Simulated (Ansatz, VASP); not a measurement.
# One calculation of C, two programs

Contents of POSCAR:

```
C
1.0
    0.0000000000      1.7801417069      1.7801417069
    1.7801417069      0.0000000000      1.7801417069
    1.7801417069      1.7801417069      0.0000000000
C
2
Direct
    0.5842629547      0.4157370453      0.4157370453
    0.7500000000      0.7500000000      0.7500000000
```

The input INCAR.step1:

```
PREC     = Accurate       # precision mode
ENCUT    = 520            # plane-wave cutoff, eV
ISMEAR   = 0              # smearing method
SIGMA    = 0.05           # smearing width, eV
LREAL    = F              # projectors in reciprocal space
LASPH    = T              # aspherical terms in the spheres
NELM     = 100            # most SCF steps
NBANDS   = 11             # bands
GGA      = PE             # functional
ALGO     = Normal         # electronic algorithm
EDIFF    = 1E-4           # SCF threshold, eV
LWAVE    = T              # write WAVECAR
LCHARG   = F              # write CHGCAR
```

The input INCAR.step2:

```
PREC     = Accurate       # precision mode
ENCUT    = 520            # plane-wave cutoff, eV
EDIFF    = 1E-6           # SCF threshold, eV
ISMEAR   = 0              # smearing method
SIGMA    = 0.05           # smearing width, eV
LREAL    = F              # projectors in reciprocal space
LASPH    = T              # aspherical terms in the spheres
NELM     = 100            # most SCF steps
ALGO     = Normal         # electronic algorithm
ISIF     = 2              # what is computed and relaxed
LWAVE    = F              # write WAVECAR
LCHARG   = F              # write CHGCAR
METAGGA  = R2SCAN         # meta-GGA
LMIXTAU  = T            
NBANDS   = 11             # bands
ISTART   = 1
```

Contents of KPOINTS:

```
regular mesh
0
Gamma
  12 12 12
```

Input for Ansatz:

```yaml
crystal:
  lattice:
    - [0.0, 1.7801417069, 1.7801417069]
    - [1.7801417069, 0.0, 1.7801417069]
    - [1.7801417069, 1.7801417069, 0.0]
  atoms:
    - { symbol: C, position: [0.5842629547, 0.4157370453, 0.4157370453] }
    - { symbol: C, position: [0.75, 0.75, 0.75] }
basis:
  ecutwfc: 500
kpoints:
  mp_grid: { grid: [12, 12, 12] }
hamiltonian:
  xc: r2scan
scf:
  occupations: { method: gaussian, width: 0.05 }
output:
  forces: true
  stress: true
  eigenvalues: true
```

Alike in both runs: task single point; functional r2SCAN; k mesh 12 × 12 × 12; occupations gaussian, width 0.05 eV; no spin polarisation.

```csv
,VASP,Ansatz
version,VASP 6.6.1,Ansatz 0.2.0
potentials or method,"VASP PAW PBE potentials, release 64 (C)","scalar-relativistic, plane waves, PAW"
plane-wave cutoff (eV),520,500
valence electrons in the cell,8,8
```

Ansatz gave:

```
gap on the k mesh at the Fermi level (eV) : 0.21
least direct gap on the mesh (eV)         : 0.47
rms of the force components (eV/Å)        : 5.323
```

Q: Which values does VASP return?

A: gap on the k mesh at the Fermi level (eV): 0.21; least direct gap on the mesh (eV): 0.47; rms of the force components (eV/Å): 5.329.

Atom by atom the forces differ by 0.006 eV/Å (rms over components). With one functional, cell and mesh, what is left measures potentials, basis and numerics.

Caveats: the PAW data sets were made with another functional, which shifts forces and pressure a little (VASP).
